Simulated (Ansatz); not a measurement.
# Carbon, diamond under revPBE: from relaxation to bulk modulus, part 1 of 2

What does revPBE give for carbon in the diamond structure? We relax it, solve it on a dense k-mesh, then scale the cell to 7 volumes from 88 to 112 % of the relaxed one and try a fit of the equation of state. Spin polarisation is left out. The k-meshes are 8×8×8 for the relaxation; 14×14×14 for the dense run; 13×13×13 for the volumes. The starting cell is the deposited one, from the Crystallography Open Database.

Computed with Ansatz 0.2.0 (DFT revPBE, plane waves (420 eV) with PAW, scalar-relativistic; PBE-made PAW files, unless a step says otherwise).

## Step 1: The structure to begin with

Symmetry: Fd-3m, No. 227, cubic system. The conventional cell has a = 3.567 Å, b = 3.567 Å, c = 3.567 Å, α = 90.00°, β = 90.00°, γ = 90.00°. Around C (site symmetry -43m) lie 4 C at 1.54 Å.

As a file:

```
C
1.0
     0.00000    1.78340    1.78340
     1.78340    0.00000    1.78340
     1.78340    1.78340    0.00000
C
2
Direct
  0.50000 0.50000 0.50000
  0.75000 0.75000 0.75000
```

## Step 2: Geometry optimisation

Contents of input.yaml:

```yaml
crystal:
  lattice:
    - [0.0, 1.7834, 1.7834]
    - [1.7834, 0.0, 1.7834]
    - [1.7834, 1.7834, 0.0]
  atoms:
    - { symbol: C, position: [0.5, 0.5, 0.5] }
    - { symbol: C, position: [0.75, 0.75, 0.75] }
hamiltonian:
  xc: revpbe
  pseudopotentials:
    kind: paw
    azcp:
      C: "pseudopotentials/C.paw.azcp"
basis:
  ecutwfc: 420
  fft_grid_basis: typed
kpoints:
  mp_grid: { grid: [8, 8, 8], shift: [0, 0, 0] }
magnetization:
  spin_polarized: false
scf:
  occupations: { method: fermi_dirac, width: 0.05 }
relax:
  max_steps: 60
  f_tol: 0.01
  cell: {}
output:
  write_density: true
  write_potential: true
  elf: true
  volumetric_format: npy
```

The program printed:

```text
Warning: RAYON_NUM_THREADS=2 ignored (pool sized by the plan → 2); use --threads N
Engine: ansatz 0.2.0, aarch64-unknown-linux-gnu
Pseudopotentials: kind: paw
Pseudopotential: C, paw, valence charge 4, recommended cutoff 420 eV (normal), <dir>
Functional definition: revPBE
  parameter kappa = 1.245
  parameter beta = 0.06672455060314922
  exchange = pbe_x(kappa = kappa, mu = beta*pi^2/3)
  correlation = pbe_c(beta = beta)
Crystal: 2 atoms, lattice volume = 11.344 Å³
Basis set: ecut = 420 eV, 229 PW (Γ), exchange–correlation on 36×36×36 points (8 copies of the dense FFT grid, shifted against one another)
Bands: 8, of which v1, the nominal top of the filled ones, is band 4 counted from 1 (3 counted from 0)
Symmetry: 48 space group operations
Space group: Fd-3m (ITA 227), of the structure as read, at distance tolerance 2.2e-5 Å
k-points: 29 of 512
Non-local potential: C, projectors of the file, l = 0: 2, l = 1: 2, l = 2: 1
PAW form: soft (Blöchl's): semilocal exchange-correlation on the pseudo side does not see the compensation charge
PAW frozen core: C, regenerated for the run's functional, and the local potential with it (the file was generated under x = pbe(κ = 0.804, μ = 0.2195149727645171), c = pbe(β = 0.06672455060314922))
PAW one-centre angular grid: C, 110 points (default); XC on 64 Gauss nodes
Initial density: superposition of atomic densities (neutral atoms: chi_scale 0, normalization atom), corrected by the library's trained network
Initial wavefunctions: pseudopotential atomic-orbital guess
Functional: x = revpbe(κ = 1.245, μ = 0.2195149727645171), c = pbe(β = 0.06672455060314922)
SCF iter   1: F=—  HF=-503.412694 eV  |F-HF|=—  |Δ(HF+E_count)|=         —  Δρ=3.18e-3  dr2=2.53e-4  ethr=1.77e-3  ⟨swp⟩=4.6  Hψ=1499  notcnv=0
preconditioner: auto → none  [insulator: Δε(μ)=4.134 eV  Ē_g=19.683 eV  σ=0.050 eV  W_gap=1.00  n_scr=0 (ndim 8)  ℏωp=31.2 eV  f_vac=0.000  D(μ)=0.00/eV (n_scr^D=0)  ε∞_Penn≈3.5]
SCF iter   2: F=—  HF=-503.412864 eV  |F-HF|=—  |Δ(HF+E_count)|=   1.70e-4  Δρ=1.58e-3  dr2=6.25e-5  ethr=3.16e-6  ⟨swp⟩=2.4  Hψ=574  notcnv=0
SCF iter   3: F=—  HF=-503.412936 eV  |F-HF|=—  |Δ(HF+E_count)|=   7.24e-5  Δρ=1.08e-4  dr2=3.31e-7  ethr=7.82e-7  ⟨swp⟩=2.0  Hψ=348  notcnv=0
iter 4 did not close the SCF: its close was put off for the readings that it lacked (scf_convergence_deferred on its scf_iter line)
SCF iter   4: F=-503.412936 eV  HF=-503.412936 eV  |F-HF|=1.04e-8  |Δ(HF+E_count)|=   2.01e-7  Δρ=3.19e-5  dr2=2.82e-8  ethr=4.14e-9  ⟨swp⟩=2.1  Hψ=348  notcnv=0
iter 5 did not close the SCF: its close was put off for the readings that it lacked (scf_convergence_deferred on its scf_iter line)
SCF iter   5: F=-503.412936 eV  HF=-503.412936 eV  |F-HF|=2.87e-10  |Δ(HF+E_count)|=   1.30e-8  Δρ=3.58e-6  dr2=7.60e-10  ethr=3.52e-10  ⟨swp⟩=2.8  Hψ=347  notcnv=0
SCF iter   6: F=-503.412936 eV  HF=-503.412936 eV  |F-HF|=7.84e-12  |Δ(HF+E_count)|=  2.17e-10  Δρ=5.64e-7  dr2=2.06e-11  ethr=9.50e-12  ⟨swp⟩=3.6  Hψ=946  notcnv=0
SCF 1 converged in 6 iterations: F = -503.412936 eV  dr2 = 2.06e-11
relax step   1: F+E_penalty+E_count = -503.41293638 eV  Δ(F+E_penalty+E_count) = +0.000e0 eV  max|allowed force component| = 2.776e-17 eV/Å  Δτ_max = 0.0000 Å  P = +6.411 GPa  Ω = 11.344 Å³  (6 SCF iters, dr2 threshold 1.00e-7 eV, accepted)
Crystal: 2 atoms, lattice volume = 11.444 Å³
Initial density: handed on by an earlier stage of this run
Initial wavefunctions: those handed on with the density
iter 1 solved again at ethr=5.90e-6 eV; its pass at ethr=3.10e-3 eV (dr2=4.72e-4 eV) is discarded
SCF iter   1: F=—  HF=-503.415245 eV  |F-HF|=—  |Δ(HF+E_count)|=         —  Δρ=2.17e-3  dr2=4.61e-4  ethr=5.90e-6  ⟨swp⟩=1.0  Hψ=1662  notcnv=0
preconditioner: auto → none  [insulator: Δε(μ)=4.108 eV  Ē_g=19.554 eV  σ=0.050 eV  W_gap=1.00  n_scr=0 (ndim 8)  ℏωp=31.0 eV  f_vac=0.000  D(μ)=0.00/eV (n_scr^D=0)  ε∞_Penn≈3.5]
SCF iter   2: F=—  HF=-503.415140 eV  |F-HF|=—  |Δ(HF+E_count)|=   1.06e-4  Δρ=9.09e-4  dr2=8.48e-5  ethr=5.76e-6  ⟨swp⟩=1.0  Hψ=232  notcnv=0
SCF iter   3: F=—  HF=-503.415124 eV  |F-HF|=—  |Δ(HF+E_count)|=   1.58e-5  Δρ=7.37e-5  dr2=3.56e-7  ethr=1.06e-6  ⟨swp⟩=2.0  Hψ=348  notcnv=0
iter 4 did not close the SCF: its close was put off for the readings that it lacked (scf_convergence_deferred on its scf_iter line)
SCF iter   4: F=-503.415124 eV  HF=-503.415125 eV  |F-HF|=5.45e-9  |Δ(HF+E_count)|=   5.68e-7  Δρ=1.25e-5  dr2=1.47e-8  ethr=4.45e-9  ⟨swp⟩=2.1  Hψ=347  notcnv=0
iter 5 did not close the SCF: its close was put off for the readings that it lacked (scf_convergence_deferred on its scf_iter line)
SCF iter   5: F=-503.415124 eV  HF=-503.415124 eV  |F-HF|=7.96e-13  |Δ(HF+E_count)|=   3.93e-9  Δρ=9.77e-7  dr2=6.84e-11  ethr=1.84e-10  ⟨swp⟩=2.0  Hψ=347  notcnv=0
SCF iter   6: F=-503.415124 eV  HF=-503.415124 eV  |F-HF|=1.14e-13  |Δ(HF+E_count)|=  1.13e-11  Δρ=5.80e-8  dr2=2.31e-13  ethr=1.00e-12  ⟨swp⟩=3.4  Hψ=936  notcnv=0
SCF 2 converged in 6 iterations: F = -503.415124 eV  dr2 = 2.31e-13
relax step   2: F+E_penalty+E_count = -503.41512450 eV  Δ(F+E_penalty+E_count) = -2.188e-3 eV  max|allowed force component| = 9.252e-17 eV/Å  Δτ_max = 0.0000 Å  P = +2.471 GPa  Ω = 11.444 Å³  energy of the carried Pulay correction = -5.784e-4 eV  (6 SCF iters, dr2 threshold 2.00e-7 eV, accepted)
Crystal: 2 atoms, lattice volume = 11.508 Å³
iter 1 solved again at ethr=2.33e-6 eV; its pass at ethr=3.10e-3 eV (dr2=1.86e-4 eV) is discarded
SCF iter   1: F=—  HF=-503.415305 eV  |F-HF|=—  |Δ(HF+E_count)|=         —  Δρ=1.36e-3  dr2=1.82e-4  ethr=2.33e-6  ⟨swp⟩=1.0  Hψ=1642  notcnv=0
preconditioner: auto → none  [insulator: Δε(μ)=4.099 eV  Ē_g=19.472 eV  σ=0.050 eV  W_gap=1.00  n_scr=0 (ndim 8)  ℏωp=31.0 eV  f_vac=0.000  D(μ)=0.00/eV (n_scr^D=0)  ε∞_Penn≈3.5]
SCF iter   2: F=—  HF=-503.415263 eV  |F-HF|=—  |Δ(HF+E_count)|=   4.19e-5  Δρ=5.69e-4  dr2=3.35e-5  ethr=2.28e-6  ⟨swp⟩=1.0  Hψ=232  notcnv=0
iter 3 did not close the SCF: its close was put off for the readings that it lacked (scf_convergence_deferred on its scf_iter line)
SCF iter   3: F=-503.415257 eV  HF=-503.415257 eV  |F-HF|=1.99e-7  |Δ(HF+E_count)|=   5.99e-6  Δρ=4.61e-5  dr2=1.41e-7  ethr=4.18e-7  ⟨swp⟩=2.0  Hψ=348  notcnv=0
iter 4 did not close the SCF: its close was put off for the readings that it lacked (scf_convergence_deferred on its scf_iter line)
SCF iter   4: F=-503.415257 eV  HF=-503.415257 eV  |F-HF|=2.13e-9  |Δ(HF+E_count)|=   2.25e-7  Δρ=7.81e-6  dr2=5.79e-9  ethr=1.76e-9  ⟨swp⟩=2.1  Hψ=347  notcnv=0
iter 5 did not close the SCF: its close was put off for the readings that it lacked (scf_convergence_deferred on its scf_iter line)
SCF iter   5: F=-503.415257 eV  HF=-503.415257 eV  |F-HF|=2.27e-13  |Δ(HF+E_count)|=   1.38e-9  Δρ=6.11e-7  dr2=2.71e-11  ethr=7.24e-11  ⟨swp⟩=2.0  Hψ=347  notcnv=0
SCF iter   6: F=-503.415257 eV  HF=-503.415257 eV  |F-HF|=1.14e-13  |Δ(HF+E_count)|=  4.26e-12  Δρ=3.64e-8  dr2=9.08e-14  ethr=1.00e-12  ⟨swp⟩=3.8  Hψ=919  notcnv=0
SCF 3 converged in 6 iterations: F = -503.415257 eV  dr2 = 9.08e-14
relax step   3: F+E_penalty+E_count = -503.41525701 eV  Δ(F+E_penalty+E_count) = -1.325e-4 eV  max|allowed force component| = 1.365e-16 eV/Å  Δτ_max = 0.0000 Å  P = +0.044 GPa  Ω = 11.508 Å³  energy of the carried Pulay correction = -9.439e-4 eV  (6 SCF iters, dr2 threshold 2.00e-7 eV, accepted)
Initial wavefunctions: pseudopotential atomic-orbital guess (no wavefunctions were taken with the density)
iter 1 solved again at ethr=2.42e-8 eV; its pass at ethr=3.10e-3 eV (dr2=1.94e-6 eV) is discarded
SCF iter   1: F=—  HF=-503.416399 eV  |F-HF|=—  |Δ(HF+E_count)|=         —  Δρ=1.40e-4  dr2=3.23e-7  ethr=2.42e-8  ⟨swp⟩=3.3  Hψ=2243  notcnv=0
preconditioner: auto → none  [insulator: Δε(μ)=4.104 eV  Ē_g=19.471 eV  σ=0.050 eV  W_gap=1.00  n_scr=0 (ndim 8)  ℏωp=31.0 eV  f_vac=0.000  D(μ)=0.00/eV (n_scr^D=0)  ε∞_Penn≈3.5]
SCF iter   2: F=—  HF=-503.416400 eV  |F-HF|=—  |Δ(HF+E_count)|=   8.48e-7  Δρ=7.02e-5  dr2=7.46e-8  ethr=4.04e-9  ⟨swp⟩=2.0  Hψ=327  notcnv=0
SCF iter   3: F=—  HF=-503.416400 eV  |F-HF|=—  |Δ(HF+E_count)|=   1.85e-7  Δρ=3.35e-6  dr2=2.33e-10  ethr=9.32e-10  ⟨swp⟩=2.0  Hψ=343  notcnv=0
iter 4 did not close the SCF: its close was put off for the readings that it lacked (scf_convergence_deferred on its scf_iter line)
SCF iter   4: F=-503.416400 eV  HF=-503.416400 eV  |F-HF|=2.16e-12  |Δ(HF+E_count)|=  6.02e-10  Δρ=1.29e-7  dr2=3.79e-13  ethr=2.91e-12  ⟨swp⟩=2.1  Hψ=348  notcnv=0
iter 5 did not close the SCF: its close was put off for the readings that it lacked (scf_convergence_deferred on its scf_iter line)
SCF iter   5: F=-503.416400 eV  HF=-503.416400 eV  |F-HF|=5.68e-14  |Δ(HF+E_count)|=  2.33e-12  Δρ=1.29e-8  dr2=4.01e-15  ethr=1.00e-12  ⟨swp⟩=1.0  Hψ=232  notcnv=0
iter 6 did not close the SCF: its close was put off for the readings that it lacked (scf_convergence_deferred on its scf_iter line)
SCF iter   6: F=-503.416400 eV  HF=-503.416400 eV  |F-HF|=3.41e-13  |Δ(HF+E_count)|=  5.68e-14  Δρ=7.38e-10  dr2=1.11e-17  ethr=1.00e-12  ⟨swp⟩=1.0  Hψ=232  notcnv=0
iter 7 did not close the SCF: its close was put off for the readings that it lacked (scf_convergence_deferred on its scf_iter line)
SCF iter   7: F=-503.416400 eV  HF=-503.416400 eV  |F-HF|=1.14e-13  |Δ(HF+E_count)|=    0.00e0  Δρ=6.47e-11  dr2=8.38e-20  ethr=1.00e-12  ⟨swp⟩=1.0  Hψ=232  notcnv=0
SCF iter   8: F=-503.416400 eV  HF=-503.416400 eV  |F-HF|=1.71e-13  |Δ(HF+E_count)|=  5.68e-14  Δρ=6.56e-12  dr2=1.11e-21  ethr=1.00e-12  ⟨swp⟩=1.2  Hψ=586  notcnv=0
SCF 4 converged in 8 iterations: F = -503.416400 eV  dr2 = 1.11e-21
relax step   4: F+E_penalty+E_count = -503.41639992 eV  Δ(F+E_penalty+E_count) = -1.143e-3 eV  max|allowed force component| = 1.550e-16 eV/Å  Δτ_max = 0.0000 Å  P = +0.202 GPa  Ω = 11.508 Å³  stress off target by 2.02e-1 GPa  SCF on the basis re-selected at this cell (its energy is not comparable with the rows above)  (8 SCF iters)
basis re-selected at this cell: Δ(F+E_penalty+E_count) = -1.143e-3 eV, ΔP = +0.158 GPa vs the last step (what re-selecting the basis moved, of the pressure what is left beyond the Pulay correction that the steps carried, after the strain that the cell walked since its last selection, with what the two solves' SCF thresholds leave and, on support functions, any second-order correction that the steps lacked; it is no measure of the basis error at this ecutwfc). This SCF's stress stands 2.02e-1 GPa from its target on what of the cell is left free (relax.cell.stress_tol is 5.00e-2 GPa) and its largest allowed force component is 1.55e-16 eV/Å (relax.f_tol is 1.00e-2 eV/Å): not within both, so this SCF does not close the relaxation
Crystal: 2 atoms, lattice volume = 11.513 Å³
iter 1 solved again at ethr=1.61e-8 eV; its pass at ethr=3.10e-3 eV (dr2=1.29e-6 eV) is discarded
SCF iter   1: F=—  HF=-503.416373 eV  |F-HF|=—  |Δ(HF+E_count)|=         —  Δρ=1.13e-4  dr2=1.26e-6  ethr=1.61e-8  ⟨swp⟩=1.0  Hψ=1642  notcnv=0
preconditioner: auto → none  [insulator: Δε(μ)=4.103 eV  Ē_g=19.465 eV  σ=0.050 eV  W_gap=1.00  n_scr=0 (ndim 8)  ℏωp=31.0 eV  f_vac=0.000  D(μ)=0.00/eV (n_scr^D=0)  ε∞_Penn≈3.5]
SCF iter   2: F=—  HF=-503.416373 eV  |F-HF|=—  |Δ(HF+E_count)|=   2.01e-8  Δρ=4.72e-5  dr2=2.30e-7  ethr=1.57e-8  ⟨swp⟩=1.0  Hψ=232  notcnv=0
iter 3 did not close the SCF: its close was put off for the readings that it lacked (scf_convergence_deferred on its scf_iter line)
SCF iter   3: F=-503.416373 eV  HF=-503.416373 eV  |F-HF|=1.37e-9  |Δ(HF+E_count)|=   4.17e-8  Δρ=3.84e-6  dr2=9.85e-10  ethr=2.88e-9  ⟨swp⟩=2.0  Hψ=348  notcnv=0
iter 4 did not close the SCF: its close was put off for the readings that it lacked (scf_convergence_deferred on its scf_iter line)
SCF iter   4: F=-503.416373 eV  HF=-503.416373 eV  |F-HF|=1.56e-11  |Δ(HF+E_count)|=   1.55e-9  Δρ=6.66e-7  dr2=4.23e-11  ethr=1.23e-11  ⟨swp⟩=2.1  Hψ=346  notcnv=0
iter 5 did not close the SCF: its close was put off for the readings that it lacked (scf_convergence_deferred on its scf_iter line)
SCF iter   5: F=-503.416373 eV  HF=-503.416373 eV  |F-HF|=5.68e-14  |Δ(HF+E_count)|=  1.17e-11  Δρ=5.57e-8  dr2=2.28e-13  ethr=1.00e-12  ⟨swp⟩=1.4  Hψ=263  notcnv=0
SCF iter   6: F=-503.416373 eV  HF=-503.416373 eV  |F-HF|=1.14e-13  |Δ(HF+E_count)|=  2.27e-13  Δρ=5.02e-9  dr2=8.24e-16  ethr=1.00e-12  ⟨swp⟩=3.0  Hψ=811  notcnv=0
SCF 5 converged in 6 iterations: F = -503.416373 eV  dr2 = 8.24e-16
relax step   5: F+E_penalty+E_count = -503.41637264 eV  Δ(F+E_penalty+E_count) = +2.728e-5 eV  max|allowed force component| = 9.252e-17 eV/Å  Δτ_max = 0.0000 Å  P = +0.005 GPa  Ω = 11.513 Å³  energy of the carried Pulay correction = -3.071e-5 eV  (6 SCF iters, dr2 threshold 1.02e-7 eV, accepted)
iter 1 solved again at ethr=2.34e-8 eV; its pass at ethr=3.10e-3 eV (dr2=1.87e-6 eV) is discarded
SCF iter   1: F=—  HF=-503.416480 eV  |F-HF|=—  |Δ(HF+E_count)|=         —  Δρ=1.37e-5  dr2=3.05e-9  ethr=2.34e-8  ⟨swp⟩=3.4  Hψ=2243  notcnv=0
preconditioner: auto → none  [insulator: Δε(μ)=4.103 eV  Ē_g=19.464 eV  σ=0.050 eV  W_gap=1.00  n_scr=0 (ndim 8)  ℏωp=31.0 eV  f_vac=0.000  D(μ)=0.00/eV (n_scr^D=0)  ε∞_Penn≈3.5]
SCF iter   2: F=—  HF=-503.416480 eV  |F-HF|=—  |Δ(HF+E_count)|=   9.00e-9  Δρ=6.86e-6  dr2=6.97e-10  ethr=3.81e-11  ⟨swp⟩=2.2  Hψ=346  notcnv=0
iter 3 did not close the SCF: its close was put off for the readings that it lacked (scf_convergence_deferred on its scf_iter line)
SCF iter   3: F=-503.416480 eV  HF=-503.416480 eV  |F-HF|=7.56e-12  |Δ(HF+E_count)|=   2.39e-9  Δρ=3.42e-7  dr2=2.22e-12  ethr=8.71e-12  ⟨swp⟩=2.0  Hψ=347  notcnv=0
iter 4 did not close the SCF: its close was put off for the readings that it lacked (scf_convergence_deferred on its scf_iter line)
SCF iter   4: F=-503.416480 eV  HF=-503.416480 eV  |F-HF|=3.98e-13  |Δ(HF+E_count)|=  7.11e-12  Δρ=1.50e-8  dr2=5.93e-15  ethr=1.00e-12  ⟨swp⟩=1.0  Hψ=232  notcnv=0
iter 5 did not close the SCF: its close was put off for the readings that it lacked (scf_convergence_deferred on its scf_iter line)
SCF iter   5: F=-503.416480 eV  HF=-503.416480 eV  |F-HF|=0.00e0  |Δ(HF+E_count)|=  3.41e-13  Δρ=2.49e-9  dr2=3.89e-16  ethr=1.00e-12  ⟨swp⟩=1.0  Hψ=232  notcnv=0
iter 6 did not close the SCF: its close was put off for the readings that it lacked (scf_convergence_deferred on its scf_iter line)
SCF iter   6: F=-503.416480 eV  HF=-503.416480 eV  |F-HF|=1.71e-13  |Δ(HF+E_count)|=  1.14e-13  Δρ=3.08e-10  dr2=5.80e-18  ethr=1.00e-12  ⟨swp⟩=1.0  Hψ=232  notcnv=0
SCF iter   7: F=-503.416480 eV  HF=-503.416480 eV  |F-HF|=5.68e-14  |Δ(HF+E_count)|=  1.14e-13  Δρ=7.18e-11  dr2=5.39e-19  ethr=1.00e-12  ⟨swp⟩=1.4  Hψ=598  notcnv=0
SCF 6 converged in 7 iterations: F = -503.416480 eV  dr2 = 5.39e-19
relax step   6: F+E_penalty+E_count = -503.41647958 eV  Δ(F+E_penalty+E_count) = -1.069e-4 eV  max|allowed force component| = 2.220e-16 eV/Å  Δτ_max = 0.0000 Å  P = +0.010 GPa  Ω = 11.513 Å³  stress off target by 9.50e-3 GPa  SCF on the basis re-selected at this cell (its energy is not comparable with the rows above)  (7 SCF iters)
basis re-selected at this cell: Δ(F+E_penalty+E_count) = -1.069e-4 eV, ΔP = +0.005 GPa vs the last step (what re-selecting the basis moved, of the pressure what is left beyond the Pulay correction that the steps carried, after the strain that the cell walked since its last selection, with what the two solves' SCF thresholds leave and, on support functions, any second-order correction that the steps lacked; it is no measure of the basis error at this ecutwfc). This SCF's stress stands 9.50e-3 GPa from its target on what of the cell is left free (relax.cell.stress_tol is 5.00e-2 GPa) and its largest allowed force component is 2.22e-16 eV/Å (relax.f_tol is 1.00e-2 eV/Å): within both
SCF converged after 7 iterations
Free energy (F): -503.416480 eV
Harris-Foulkes:  -503.416480 eV  (|F-HF|=5.68e-14)
Internal energy: -503.416480 eV  (E = F + TS)
E sigma→0 (E₀):  -503.416480 eV
Fermi energy:    15.179322 eV
--- Per-component energies (eV) ---
  E_band       = 33.811604
  E_kinetic    = 183.400972
  E_local      = -122.416021  (includes V_loc(G=0)·N_el)
  E_nonlocal   = 52.218303
  E_hartree    = 26.930450
  E_xc         = -97.313758
  E_vxc        = -120.716410  (∫ρ·V_xc dr)
  E_paw        = -199.969793  (= ΣΔE_a)
  E_vpaw       = -12.536159  (= ΣTr[D̂ρ^β])
  E_aug_tail   = 0.000019  (compensation charges beyond the density's cutoff)
  E_ewald      = -346.243316
  E_core_change = -0.023335  (= ΣΔE_core)
  E_smearing   = -0.000000  (= −TS)
  E_closure    = 0.000000  (closes the sum)
  Σ components = -503.416480   (vs F -503.416480, Δ=0.00e0)
--- Forces (eV/Å), atoms counted from 1 ---
  atom   1  C      0.00000000     0.00000000     0.00000000
  atom   2  C     -0.00000000     0.00000000     0.00000000
  max |Σ_I F_I| component: 1.48e-16 eV/Å
--- Stress (GPa, compression-positive) ---
        0.009501      -0.000000      -0.000000
       -0.000000       0.009501      -0.000000
       -0.000000      -0.000000       0.009501
  P = ⅓ Tr σ = 0.0095 GPa (0.095 kbar)
--- Band table (eV; the first three rows and the last of 29) ---
  k-point 0: bands = ["-8.1964", "13.1452", "13.1452", "13.1452", "18.7037", "18.7037", "18.7037", "26.0426"]
  k-point 1: bands = ["-7.7686", "10.7426", "12.4977", "12.4977", "19.5513", "19.5513", "19.9522", "26.4589"]
  k-point 2: bands = ["-6.4988", "6.5948", "11.4151", "11.4151", "20.8815", "20.8815", "21.1323", "27.5308"]
  k-point 28: bands = ["1.1852", "1.1852", "4.9379", "4.9379", "23.7411", "23.7411", "25.2618", "25.2618"]
--- Relaxed structure (4 steps of the walk, 4 accepted, 2 SCFs on fresh bases) ---
  F+E_penalty+E_count = -503.41647958 eV   max|allowed force component| = 2.220e-16 eV/Å   (the final SCF, on the basis selected at the relaxed cell)
  cell:  # Å, volume = 11.5134 Å³
    - [-3.598606498232511e-34, 1.792219019558174, 1.792219019558174]
    - [1.792219019558174, -1.9107645123358462e-35, 1.792219019558174]
    - [1.792219019558174, 1.792219019558174, -1.3056890834294948e-34]
  atoms:
    - { symbol: C, position: [0.49999999999999994, 0.49999999999999994, 0.49999999999999994] }
    - { symbol: C, position: [0.7499999999999999, 0.7499999999999999, 0.7499999999999999] }
```

Run time: 1.3 s. Hardware: 2 threads of Arm Neoverse V1, shared host; peak memory 0.25 GiB.

Relaxation path:

```tsv
step	energy change (meV/atom)	largest force (eV/Å)	pressure (GPa)	volume (Å³/atom)
1	0.00	0.0000	6.41	5.672
2	-1.09	0.0000	2.47	5.722
3	-1.16	0.0000	0.04	5.754
4	-1.73	0.0000	0.20	5.754
5	-1.72	0.0000	0.00	5.757
6	-1.77	0.0000	0.01	5.757
```

Steps that repeat a cell are solved on a basis chosen anew, so their changes of energy are no gain of the relaxation.

Changes in the cell that was computed:

|  | before | after | change |
| --- | --- | --- | --- |
| a (Å) | 2.522 | 2.535 | +0.5 % |
| b (Å) | 2.522 | 2.535 | +0.5 % |
| c (Å) | 2.522 | 2.535 | +0.5 % |
| volume (Å³/atom) | 5.672 | 5.757 | +1.5 % |
| shortest distance (Å) | 1.544 | 1.552 | +0.5 % |
| space group (spins left aside) | Fd-3m | Fd-3m | same |

## Step 3: Single point on a dense mesh

Contents of input.yaml:

```yaml
crystal:
  lattice:
    - [0.0, 1.7922190196, 1.7922190196]
    - [1.7922190196, 0.0, 1.7922190196]
    - [1.7922190196, 1.7922190196, 0.0]
  atoms:
    - { symbol: C, position: [0.5, 0.5, 0.5] }
    - { symbol: C, position: [0.75, 0.75, 0.75] }
hamiltonian:
  xc: revpbe
  pseudopotentials:
    kind: paw
    azcp:
      C: "pseudopotentials/C.paw.azcp"
basis:
  ecutwfc: 420
  fft_grid_basis: typed
kpoints:
  mp_grid: { grid: [14, 14, 14], shift: [0, 0, 0] }
magnetization:
  spin_polarized: false
scf:
  occupations: { method: fermi_dirac, width: 0.05 }
```

The program printed (excerpt; [...] marks lines left out):

```text
Warning: RAYON_NUM_THREADS=2 ignored (pool sized by the plan → 2); use --threads N
[...]
[... 3 set-up lines as earlier in the session ...]
[...]
Crystal: 2 atoms, lattice volume = 11.513 Å³
Basis set: ecut = 420 eV, 229 PW (Γ)
Bands: 8, of which v1, the nominal top of the filled ones, is band 4 counted from 1 (3 counted from 0)
[... 1 set-up line as earlier in the session ...]
Space group: Fd-3m (ITA 227), of the structure as read, at distance tolerance 2.3e-5 Å
k-points: 104 of 2744
[...]
SCF iter   1: F=—  HF=-503.416943 eV  |F-HF|=—  |Δ(HF+E_count)|=         —  Δρ=3.12e-3  dr2=2.55e-4  ethr=1.77e-3  ⟨swp⟩=4.7  Hψ=5383  notcnv=0
[...]
SCF iter   6: F=-503.417162 eV  HF=-503.417162 eV  |F-HF|=5.59e-11  |Δ(HF+E_count)|=   1.34e-9  Δρ=1.50e-6  dr2=1.46e-10  ethr=5.70e-11  ⟨swp⟩=1.0  Hψ=2479  notcnv=0
[...]
SCF converged after 6 iterations
Free energy (F): -503.417162 eV
[...]
E sigma→0 (E₀):  -503.417162 eV
Fermi energy:    15.176187 eV
[...]
```

It took 0.48 s on 2 threads of Arm Neoverse V1, shared host; peak memory 0.24 GiB.

(Continued in part 2 of 2.)
